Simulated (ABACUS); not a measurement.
La:

```xyz
1
Lattice="-2.1238 2.1238 2.1238 2.1238 -2.1238 2.1238 2.1238 2.1238 -2.1238" Properties=species:S:1:pos:R:3 pbc="T T T"
La    0.0000    0.0000    0.0000
```

This isn't the form of La at room conditions, which is double hcp.

```yaml
Program: ABACUS 3.10.1
Task: single point
Functional: PBE
Potentials_or_basis: PseudoDojo NC SR 0.4.1 PBE standard
Cutoff: 1510 eV
Density_cutoff: 6041 eV
Basis: plane waves
k_mesh: 9 × 9 × 9
Occupations: fermi-dirac, width 0.05 eV
Spin: no spin polarisation
```

On this cell: pressure -0.5 GPa; band gap on the k mesh none (metal or under the smearing width).

The same run follows on a disturbed copy (cell strained at random at fixed volume):

```
La
1.0
    -2.10448    2.17934    2.12452
     2.13820   -2.12912    2.10803
     2.08475    2.10940   -2.07430
La
1
Direct
  0.98387 0.98284 0.98506
```

Q: What changes?

A: The energy (extrapolated to zero smearing) moves by -0.3 meV/atom; pressure -0.5 GPa; band gap on the k mesh none (metal or under the smearing width).

Stress tensor (GPa, compression positive):
```
-0.81  0.09 -0.13
 0.09 -0.14 -0.18
-0.13 -0.18 -0.69
```
